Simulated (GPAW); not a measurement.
# A GW chain in GPAW: KBr (Fm-3m)

Wanted: ground state, empty states, screening and self-energy for KBr (Fm-3m).

Program: GPAW 26.7.0. Level of theory: PBE and many-body steps on it, plane waves. Results are calculated unless marked as measured.

## Step 1: The structure

It takes space group Fm-3m (No. 225, cubic). The conventional cell has a = 6.600 Å, b = 6.600 Å, c = 6.600 Å, α = 90.00°, β = 90.00°, γ = 90.00°. Nearest to K lie 6 Br at 3.30 Å. Br has 6 K at 3.30 Å nearest. Farther neighbours and most contacts between anions are not listed.

The cell and positions come from the Crystallography Open Database and are kept as given unless a step says otherwise.

## Step 2: Ground state

This step: GPAW 26.7.0; DFT, PBE, plane waves, PAW.

The ground-state density comes first.

Input file run.py:

```python
import json
import numpy as np
from gpaw.mpi import world
from ase import Atoms
from gpaw import GPAW, PW, FermiDirac

atoms = Atoms(['K', 'Br'],
    cell=[[0.0000000000, 3.3000000000, 3.3000000000],
      [3.3000000000, 0.0000000000, 3.3000000000],
      [3.3000000000, 3.3000000000, 0.0000000000]],
    scaled_positions=[[0.0000000000, 0.0000000000, 0.0000000000],
      [0.5000000000, 0.5000000000, 0.5000000000]],
    pbc=(True, True, True))
calc = GPAW(mode=PW(450),
    xc='PBE',
    kpts={'size': (6, 6, 6), 'gamma': True},
    occupations=FermiDirac(0.001),
    nbands=-7,
    convergence={'density': 1e-6, 'bands': -3},
    maxiter=100,
    txt='gs.txt')
atoms.calc = calc
res = {'energy': atoms.get_potential_energy()}
kpts = calc.get_ibz_k_points()
res['kpts'] = kpts
res['eigenvalues'] = [calc.get_eigenvalues(kpt=k) for k in range(len(kpts))]
res['n_electrons'] = calc.get_number_of_electrons()
calc.write('gs.gpw')

if world.rank == 0:
    with open('result.json', 'w') as f:
        json.dump(res, f, default=lambda x: x.tolist())
```

The run is started by

```bash
> mpirun -n 4 gpaw python run.py
```

Numbers of over 12 decimals in the logs are rounded to 6 here.

Log:

```text
__  _  _
 | _ |_)|_||  |
 |__||  | ||/\| - 26.7.0

Input parameters:
  mode=PW(ecut=450.000000),
  convergence={'density': 1e-06, 'bands': -3},
  kpts=MonkhorstPack(size=(6, 6, 6), gamma=True),
  maxiter=100,
  nbands=-7,
  occupations=Occupations(name='fermi-dirac', width=0.001, fixmagmom=False),
  xc=XC(name='PBE')
  [... matrices ...]
Diagonalizing LCAO Hamiltonian
Converting LCAO to pw mode

                 Br

       K

Atoms  # Å, Bohr magnetons
|   | symbol |        x |        y |        z |    initial magnetic moments |
| 0 |      K | 0.000000 | 0.000000 | 0.000000 | ( 0.0000,  0.0000,  0.0000) |
| 1 |     Br | 3.300000 | 3.300000 | 3.300000 | ( 0.0000,  0.0000,  0.0000) |

Unit cell  # Å
| periodic |        x |        y |        z |  lengths |    angles |
|      yes | 0.000000 | 3.300000 | 3.300000 | 4.666905 | 60.000000 |
|      yes | 3.300000 | 0.000000 | 3.300000 | 4.666905 | 60.000000 |
|      yes | 3.300000 | 3.300000 | 0.000000 | 4.666905 | 60.000000 |

Number of symmetries: 48
Symmetry operations  # r_c * U_cc + t_c -> r_c
|    | kind |            matrix            |
|  0 |  σ   |  1, 0, 0,  1, 0,-1,  1,-1, 0 |
|  1 |  C2  |  1, 0, 0,  1,-1, 0,  1, 0,-1 |
|  2 |  E   |  1, 0, 0,  0, 1, 0,  0, 0, 1 |
|  3 |  σ   |  1, 0, 0,  0, 0, 1,  0, 1, 0 |
|  4 |  C4  |  1, 0,-1,  1, 0, 0,  1,-1, 0 |
|  5 |  S6  |  1, 0,-1,  1,-1, 0,  1, 0, 0 |
|  6 |  σ   |  1, 0,-1,  0, 1,-1,  0, 0,-1 |
|  7 |  C3  |  1, 0,-1,  0, 0,-1,  0, 1,-1 |
|  8 |  S6  |  1,-1, 0,  1, 0, 0,  1, 0,-1 |
|  9 |  C4  |  1,-1, 0,  1, 0,-1,  1, 0, 0 |
| 10 |  C3  |  1,-1, 0,  0,-1, 1,  0,-1, 0 |
| 11 |  σ   |  1,-1, 0,  0,-1, 0,  0,-1, 1 |
| 12 |  σ   |  0, 1, 0,  1, 0, 0,  0, 0, 1 |
| 13 |  C4  |  0, 1, 0,  0, 1,-1, -1, 1, 0 |
| 14 |  C3  |  0, 1, 0,  0, 0, 1,  1, 0, 0 |
| 15 |  S6  |  0, 1, 0, -1, 1, 0,  0, 1,-1 |
| 16 |  C2  |  0, 1,-1,  1, 0,-1,  0, 0,-1 |
| 17 |  σ   |  0, 1,-1,  0, 1, 0, -1, 1, 0 |
| 18 |  S4  |  0, 1,-1,  0, 0,-1,  1, 0,-1 |
| 19 |  C4  |  0, 1,-1, -1, 1, 0,  0, 1, 0 |
| 20 |  C3  |  0, 0, 1,  1, 0, 0,  0, 1, 0 |
| 21 |  σ   |  0, 0, 1,  0, 1, 0,  1, 0, 0 |
| 22 |  S6  |  0, 0, 1,  0,-1, 1, -1, 0, 1 |
| 23 |  C4  |  0, 0, 1, -1, 0, 1,  0,-1, 1 |
| 24 |  S4  |  0, 0,-1,  1, 0,-1,  0, 1,-1 |
| 25 |  C3  |  0, 0,-1,  0, 1,-1,  1, 0,-1 |
| 26 |  C2  |  0, 0,-1,  0,-1, 0, -1, 0, 0 |
| 27 |  S6  |  0, 0,-1, -1, 0, 0,  0,-1, 0 |
| 28 |  S4  |  0,-1, 1,  1,-1, 0,  0,-1, 0 |
| 29 |  C4  |  0,-1, 1,  0, 0, 1, -1, 0, 1 |
| 30 |  C2  |  0,-1, 1,  0,-1, 0,  1,-1, 0 |
| 31 |  σ   |  0,-1, 1, -1, 0, 1,  0, 0, 1 |
| 32 |  C3  |  0,-1, 0,  1,-1, 0,  0,-1, 1 |
| 33 |  S6  |  0,-1, 0,  0, 0,-1, -1, 0, 0 |
| 34 |  S4  |  0,-1, 0,  0,-1, 1,  1,-1, 0 |
| 35 |  C2  |  0,-1, 0, -1, 0, 0,  0, 0,-1 |
| 36 |  C2  | -1, 1, 0,  0, 1, 0,  0, 1,-1 |
| 37 |  S6  | -1, 1, 0,  0, 1,-1,  0, 1, 0 |
| 38 |  S4  | -1, 1, 0, -1, 0, 1, -1, 0, 0 |
| 39 |  C3  | -1, 1, 0, -1, 0, 0, -1, 0, 1 |
| 40 |  S6  | -1, 0, 1,  0, 0, 1,  0,-1, 1 |
| 41 |  C2  | -1, 0, 1,  0,-1, 1,  0, 0, 1 |
| 42 |  C3  | -1, 0, 1, -1, 1, 0, -1, 0, 0 |
| 43 |  S4  | -1, 0, 1, -1, 0, 0, -1, 1, 0 |
| 44 |  C2  | -1, 0, 0,  0, 0,-1,  0,-1, 0 |
| 45 |  i   | -1, 0, 0,  0,-1, 0,  0, 0,-1 |
| 46 |  σ   | -1, 0, 0, -1, 1, 0, -1, 0, 1 |
| 47 |  C2  | -1, 0, 0, -1, 0, 1, -1, 1, 0 |

BZ-sampling:
  Number of BZ points: 216
  Number of IBZ points: 16

  Monkhorst-Pack size: [6, 6, 6]
  Monkhorst-Pack shift: [0.083333, 0.083333, 0.083333]

K-points  # in reciprocal-cell coordinates
|     |                                coordinates |     weight |
|   0 | (  0.00000000,   0.00000000,   0.00000000) | 0.00462963 |
|   1 | (  0.16666667,   0.16666667,   0.00000000) | 0.02777778 |
|   2 | (  0.16666667,   0.16666667,   0.16666667) | 0.03703704 |
|   3 | (  0.33333333,   0.16666667,   0.16666667) | 0.05555556 |
|   4 | (  0.33333333,   0.33333333,  -0.33333333) | 0.05555556 |
|   5 | (  0.33333333,   0.33333333,   0.00000000) | 0.02777778 |
|   6 | (  0.33333333,   0.33333333,   0.16666667) | 0.11111111 |
|   7 | (  0.33333333,   0.33333333,   0.33333333) | 0.03703704 |
|   8 | (  0.50000000,   0.33333333,  -0.33333333) | 0.11111111 |
|   9 | (  0.50000000,   0.33333333,  -0.16666667) | 0.05555556 |
| ... |                                            |            |
|  15 | (  0.50000000,   0.50000000,   0.50000000) | 0.01851852 |

Plane wave coefficients: 1588
Cutoff: 450.000000 eV

Spin-components: 1 (collinear spins)
Bands:           15
Projectors:      10
Spin-degeneracy: 2
Datatype:        complex128

  Storage: CPU
  Wave functions: 5_648_640 bytes (1_412_160 per core)
  Projectors: 7_908_096 bytes (1_977_024 per core)
  [... matrices ...]
Parallelization:
  kpt:    4
  domain: 1
  band:   1

Density:
  Valence electrons: 16.0
  Components: 1
  Grid points: [24 24 24]
  Charge: 0.0  # |e|

Potential:
  Grid points: [24 24 24]

species:
  K:
    name:    Potassium
    Z:       19.0
    valence: 9
    core:    10
    charge:  0.0  # [|e|]
    compensation charges:
      type: gauss
      rc: 0.35  # [Å]
      lmax: 2
    cutoffs:
      filter: 1.91  # [Å]
      core: 1.27  # [Å]
    projectors
    | kind |    occ | energy [eV] | rcut [Å] |
    |   3s |  2.000 |     -35.338 |    1.122 |
    |   4s |  1.000 |      -2.319 |    1.122 |
    |   3p |  6.000 |     -18.813 |    1.106 |
    |    p |        |       8.398 |    1.106 |
    |    d |        |       0.000 |    0.937 |

    Using partial waves for K as LCAO basis

  Br:
    name:    Bromine
    Z:       35.0
    valence: 7
    core:    28
    charge:  0.0  # [|e|]
    compensation charges:
      type: gauss
      rc: 0.35  # [Å]
      lmax: 2
    cutoffs:
      filter: 1.98  # [Å]
      core: 2.38  # [Å]
    projectors
    | kind |    occ | energy [eV] | rcut [Å] |
    |   4s |  2.000 |     -20.121 |    1.111 |
    |   4p |  5.000 |      -7.861 |    1.111 |
    |    s |        |       7.091 |    1.111 |
    |    p |        |      19.351 |    1.111 |
    |    d |        |       0.000 |    1.111 |

    Using partial waves for Br as LCAO basis

Reference energy: -87284.500948  # eV

eigensolver:
  PPCG
  Converge bands: -3
  niter=2

density mixing:
  MSR1-Mixer
  Pratt-step length: 0.05
  Maximum mixing coefficient: 0.75
  Old densities: 10
  SVD Regularization: 0.005
  Good broyden scale: 1.0
  Trust region scale: 1.0
  Backstep threshold: 4.0
  History deletion threshold: 6.0
  Fourier metric: weight=20.0, sigma=0.015

occupation numbers:
  Fermi-Dirac:
    width: 0.0010  # eV

poisson solver:
  ecut: 3600.000000  # eV

xc functional:
  name: PBE with 2 nearest neighbor stencil

Initialization done in: 1.731 s

convergence criteria:
- Maximum integral of absolute [dens]ity change: 1e-06 electrons / valence electron
- Maximum [total energy] change in last 3 cyles: 0.0005 eV / valence electron
- Maximum integral of absolute [eigenst]ate change: 4e-08 eV^2 / valence electron
maximum number of iterations: 100

SCF iterations
|iter     |     time |      energy | eigst |  dens |
|iter:   1|  |   -6.489415 | +1.65 |       |
|iter:   2|  |   -6.465737 | +0.51 | -1.32 |
|iter:   3|  |   -6.356646 | -0.21 | -1.35 |
|iter:   4|  |   -6.359096 | -0.89 | -1.72 |
|iter:   5|  |   -6.361127c| -1.51 | -2.08 |
|iter:   6|  |   -6.361275c| -2.34 | -2.80 |
|iter:   7|  |   -6.361284c| -2.82 | -3.54 |
|iter:   8|  |   -6.361286c| -3.26 | -3.99 |
|iter:   9|  |   -6.361286c| -3.57 | -5.13 |
|iter:  10|  |   -6.361286c| -3.80 | -5.51 |
|iter:  11|  |   -6.361286c| -4.35 | -6.83c|
|iter:  12|  |   -6.361286c| -4.81 | -7.25c|
|iter:  13|  |   -6.361286c| -5.20 | -8.47c|
|iter:  14|  |   -6.361286c| -5.55 | -8.92c|
|iter:  15|  |   -6.361286c| -5.87 | -9.89c|
|iter:  16|  |   -6.361286c| -6.26 |-10.31c|
|iter:  17|  |   -6.361286c| -6.63 |-10.83c|
|iter:  18|  |   -6.361286c| -7.14 |-11.31c|
|iter:  19|  |   -6.361286c| -7.45c|-11.67c|

Converged in 19 steps
SCF loop duration: 3.256 s (0.171 s/step)
Energy contributions relative to reference atoms: (reference = -87284.500948)
  [... matrices ...]
Energy contributions:
  Kinetic:           5.102259
  Coulomb:          -4.328749
  Zero:             -0.662098
  External:          0.000000
  Xc:               -6.472698
  Entropy:          -0.000000
  Spinorbit:         0.000000
  ----------------------------
  Free energy:      -6.361286
  Extrapolated:     -6.361286

dipole moment: (-24.049608, -24.049608, -24.049608)  # |e|*Ang

Fermi level: 1.613
Eigenvalues  # (at kpt = [0.000, 0.000, 0.000])
| band index |      eig [eV] | occ [0-2] |
|          0 |       -27.952 |     2.000 |
|          1 |       -12.477 |     2.000 |
|          2 |       -11.459 |     2.000 |
|          3 |       -11.459 |     2.000 |
|          4 |       -11.459 |     2.000 |
|          5 |        -0.198 |     2.000 |
|          6 |        -0.198 |     2.000 |
|          7 |        -0.198 |     2.000 |
|          8 |         4.244 |     0.000 |
|          9 |         7.404 |     0.000 |
|         10 |         7.404 |     0.000 |
|         11 |         7.404 |     0.000 |
|         12 |         8.215 |     0.000 |
|         13 |         8.215 |     0.000 |
|         14 |        11.415 |     0.000 |

Gap: 4.442 eV
Transition (v -> c):
  (s=0, k=0, n=7, [0.00, 0.00, 0.00]) -> (s=0, k=0, n=8, [0.00, 0.00, 0.00])
No difference between direct/indirect transitions
# Writing to gs.gpw (mode='')
  [... matrices ...]
```

It took 6.7 s on 4 MPI ranks of Intel Xeon Platinum 8375C at 2.90GHz (Ice Lake), shared host; peak memory 0.66 GiB.

Numbers from this step:

```
total energy               : -6.361 eV
gap                        : 4.442 eV
k of the valence top       : 0, 0, 0
k of the conduction bottom : 0, 0, 0
least direct gap           : 4.442 eV
```

The gap is direct, at Γ.

## Step 3: Empty states on the mesh, 4×4×4 mesh, 387 bands

The sums over transitions need many empty states on a uniform mesh; this step solves for them.

Input file run.py:

```python
import json
import numpy as np
from gpaw.mpi import world
from gpaw import GPAW

calc = GPAW('gs.gpw').fixed_density(kpts={'size': (4, 4, 4), 'gamma': True},
    parallel={'domain': 1, 'band': 1},
    txt='nscf.txt')
calc.diagonalize_full_hamiltonian(nbands=387)
calc.write('full.gpw', mode='all')
res = {}
kpts = calc.get_ibz_k_points()
res['kpts'] = kpts
res['eigenvalues'] = [calc.get_eigenvalues(kpt=k) for k in range(len(kpts))]
res['n_electrons'] = calc.get_number_of_electrons()

if world.rank == 0:
    with open('result.json', 'w') as f:
        json.dump(res, f, default=lambda x: x.tolist())
```

The run is started by

```bash
> mpirun -n 4 gpaw python run.py
```

Log:

```text
Diagonalizing LCAO Hamiltonian
Converting LCAO to pw mode
convergence criteria:
- Maximum integral of absolute [eigenst]ate change: 4e-08 eV^2 / valence electron
maximum number of iterations: 100

SCF iterations
|iter     |     time |      energy | eigst |  dens |
|iter:   1|  |             | +1.58 |       |
|iter:   2|  |             | +0.58 |       |
|iter:   3|  |             | -0.20 |       |
[...]
|iter:  31|  |             | -7.08 |       |
|iter:  32|  |             | -7.28 |       |
|iter:  33|  |             | -7.44c|       |
SCF steps: 33
  __  _  _
 | _ |_)|_||  |
 |__||  | ||/\| - 26.7.0

Input parameters:
  mode=PW(ecut=450.000000),
  convergence={'density': 1e-06, 'bands': -3},
  gpts=array([24, 24, 24]),
  kpts=MonkhorstPack(size=(4, 4, 4), gamma=True),
  maxiter=100,
  nbands=15,
  occupations=Occupations(name='fermi-dirac', width=0.001, fixmagmom=False),
  parallel={'domain': 1, 'band': 1},
  xc=XC(name='PBE')
Matrix size: 1587x1587
# Writing to full.gpw (mode='all')
  [... matrices ...]

timing:  # [seconds]
  Total: 5.726  # ━━━━━━━━━━━━━━━━━━━━━━━━━━━━━━━━━━━━━━━━━━━━━━━━━━━━━━━━━━━
```

Run time: 11 s. Hardware: 4 MPI ranks; peak memory 1.5 GiB; 43 s of CPU time.

Numbers from this step:

```
gap                                                           : 4.442 eV
k of the valence top                                          : 0, 0, 0
k of the conduction bottom                                    : 0, 0, 0
least direct gap                                              : 4.442 eV
k points computed                                             : 8
lowest point of the top converged band, above the valence top : 169.8295 eV
```

On this mesh the gap is 4.442 eV.

## Step 4: Screening and self-energy, 4×4×4 mesh, 377 bands, screening to 175 eV

Now the one-shot GW correction: screening in the RPA, then the self-energy of the levels asked for.

This step: G0W0 on PBE, plane waves, PAW.

Input file run.py:

```python
import json
import numpy as np
from gpaw.mpi import world
from gpaw.response.g0w0 import G0W0

gw = G0W0('full.gpw',
    filename='gw',
    kpts=[0],
    bands=(6, 10),
    ecut=175,
    nbands=377,
    integrate_gamma='WS',
    ppa=True)
gw.calculate()
res = {mode: {k: v for k, v in r.items() if k != 'sigma_eskwn'}
       for mode, r in gw.all_results.items()}

if world.rank == 0:
    with open('result.json', 'w') as f:
        json.dump(res, f, default=lambda x: x.tolist())
```

The run is started by

```bash
> mpirun -n 4 gpaw python run.py
```

Log:

```text
Using integrator: PointIntegrator
FrequencyGridDescriptor(from 0.000+0.000j to 0.000+27.211j eV, 2 points)
Nonperiodic BCs:  [False False False]
Using integrator: PointIntegrator
FrequencyGridDescriptor(from 0.000+0.000j to 0.000+27.211j eV, 2 points)
Nonperiodic BCs:  [False False False]
  ___  _ _ _
 |   || | | |
 | | || | | |
 |__ ||_____|
 |___|

BZ k-points: Symmetries present (total): 48

  [... matrices ...]
64 k-points: 4 x 4 x 4 Monkhorst-Pack grid + [1/8,1/8,1/8]
8 k-points in the irreducible part of the Brillouin zone
       k-points in crystal coordinates                weights
   0:     0.00000000    0.00000000    0.00000000          1/64
   1:     0.25000000    0.25000000    0.00000000          6/64
   2:     0.25000000    0.25000000    0.25000000          8/64
   3:     0.50000000    0.25000000   -0.25000000          6/64
   4:     0.50000000    0.25000000    0.25000000         12/64
   5:     0.50000000    0.50000000    0.00000000          3/64
   6:     0.50000000    0.50000000    0.25000000         24/64
   7:     0.50000000    0.50000000    0.50000000          4/64

Distributing spins, k-points and bands (1 x 1 x 4) over 4 processes
Number of blocks: 1

Quasi particle states:
k-points (IBZ indices): [0]
Band range: (6, 10)
  [... matrices ...]
Computational parameters:
Plane wave cut-off: 175 eV
Number of bands: 377
Coulomb cutoff: None
Broadening: 0.1 eV

fxc modes: GW
Kernel: RPA
Using Godby-Needs plasmon-pole approximation:
  Fitting energy: i*E0, E0 = 1.000 Hartree
Summing all q:

Calculating screened Coulomb potential
No Coulomb truncation
FrequencyGridDescriptor(from 0.000+0.000j to 0.000+27.211j eV, 2 points)
Removing empty qpoint cache files...

Calculating chi0 body with:
    Ground state adapter containing:
    Number of spins: 1
    Number of kpoints: 64
    Number of irreducible kpoints: 8
    Number of completely occupied states: 8
    Number of partially occupied states: 8
    Occupied states memory: 1.6875 M / cpu

    Linear response parametrization:
    q_c: [0.0, 0.0, 0.0]
    Number of frequency points: 2
    Planewave cutoff: 175.0
    Number of bands: 377
    Number of planewaves: 339
    Broadening (eta): 1e-06
    comm.size: 4
    kncomm.size: 4
    blockcomm.size: 1

    Memory estimate of potentially large arrays:
        chi0_wGG: 3.507111 M / cpu
Integrating chi0 body.

Symmetries of q_c:
    Direct symmetries (Uq -> q): 48
    Indirect symmetries (TUq -> q): 0
In total 48 allowed symmetries.

  [... matrices ...]
8 groups of equivalent kpoints. 87.5% reduction.

Integral kind: response function
Integrating chi0 head and wings.

Symmetries of q_c:
    Direct symmetries (Uq -> q): 48
    Indirect symmetries (TUq -> q): 0
In total 48 allowed symmetries.

  [... matrices ...]
8 groups of equivalent kpoints. 87.5% reduction.

Integral kind: response function wings

Calculating chi0 body with:
    Ground state adapter containing:
    Number of spins: 1
    Number of kpoints: 64
    Number of irreducible kpoints: 8
    Number of completely occupied states: 8
    Number of partially occupied states: 8
    Occupied states memory: 1.6875 M / cpu

    Linear response parametrization:
[... the further q-points ...]

Results:
f:      Occupation numbers
eps:     KS-eigenvalues [eV]
vxc:     KS vxc [eV]
exx:     Exact exchange [eV]
sigma:   Self-energies [eV]
dsigma:  Self-energy derivatives
Z:       Renormalization factors
qp:      QP-energies [eV]

k-point 0 (0): (0.000, 0.000, 0.000)                GW
band       f     eps     vxc     exx   sigma  dsigma       Z      qp
                                                                   GW
   6   1.000  -0.198 -15.562 -19.429   1.399  -0.215   0.823  -2.229
   7   1.000  -0.198 -15.562 -19.429   1.399  -0.215   0.823  -2.229
   8   0.000   4.244  -7.850  -4.294  -2.926  -0.146   0.872   4.793
   9   0.000   7.404  -8.823  -4.131  -3.137  -0.152   0.868   8.754
```

Elapsed: 2.8 min, on 4 MPI ranks; peak memory 1.5 GiB; 11 min of CPU time.

This step gave:

* G0W0 gap on the points computed: 7.022 eV
* least direct G0W0 gap on the computed points: 7.022 eV
* Z at the valence top: 0.8233
* Z at the conduction bottom: 0.8723
* starting gap on the mesh: 4.442 eV
* k of the valence top: 0, 0, 0
* k of the conduction bottom: 0, 0, 0

The gap on the mesh goes from 4.44 eV to 7.02 eV, a correction of +2.58 eV.

Limits: finite bands, cutoff and mesh; no spin-orbit coupling. v1 is the top filled band, c1 the lowest empty one. Levels before and after the correction, in eV, zero at the valence-band top of each column:

|  | conduction bottom | valence top |
| --- | --- | --- |
| Kohn-Sham | 4.44 | 0.00 |
| G0W0 | 7.02 | 0.00 |

|  | level | energy (eV) |
| --- | --- | --- |
| Kohn-Sham | Γ v2-v1 | 0.000 |
| Kohn-Sham | Γ c1 | 4.442 |
| Kohn-Sham | Γ c2 | 7.602 |
| G0W0 | Γ v2-v1 | 0.000 |
| G0W0 | Γ c1 | 7.022 |
| G0W0 | Γ c2 | 10.983 |

## Step 5: Where the time went

Times are wall times on 4 MPI ranks of Intel Xeon Platinum 8375C at 2.90GHz (Ice Lake), shared host, good to a factor of about two.

| step | time | share | memory (GiB) |
| --- | --- | --- | --- |
| ground state | 6.7 s | 4 % | 0.66 |
| empty states on the mesh | 11 s | 6 % | 1.5 |
| screening and self-energy | 2.8 min | 91 % | 1.5 |

## Step 6: What came out

```json
{
  "PBE gap": "4.44 eV, direct",
  "G0W0 gap on the mesh": "7.02 eV",
  "GW settings": "4×4×4 mesh, 377 bands, screening to 175 eV, Godby-Needs plasmon pole",
  "known limits": "not at the basis limit; no spin-orbit coupling"
}
```

In words: G0W0 moves the gap on the mesh from 4.44 eV to 7.02 eV (+2.58 eV), with Z of 0.82 and 0.87 at the edges. Only 1 of the mesh's irreducible points was corrected, so a valley elsewhere could overtake. The dearest step here is «screening and self-energy». Bands and cutoff are finite, so the gap is not at the basis limit. The miss can reach some tenths of an eV and take either sign; the mesh is an error of its own. These stock PAW sets were not made for GW; the filled d or f shell of Br lies in the frozen core, which bears on start and correction. In the G0W0 run levels were corrected at 1 k point alone, so a gap called «on the mesh» is the least over those, and an edge elsewhere would be missed. The many-body steps are scalar-relativistic: spin-orbit coupling is not in them.

[Paths, hosts, dates, memory and timing lines, banners, echoed tables and standing remarks are left out of the program output.]

[Logs are printed without paths, hosts, clocks, repeated set-up lines and the standing remarks that a program may print on its own settings, such as how far it seeks lower states.]

[Runs of the session that timed out or met a known fault of the program may be left out.]

[Hosts, paths, dates, database ids (printed as entryN), source tags and the programs' standing remarks are cut or masked in the printed files.]
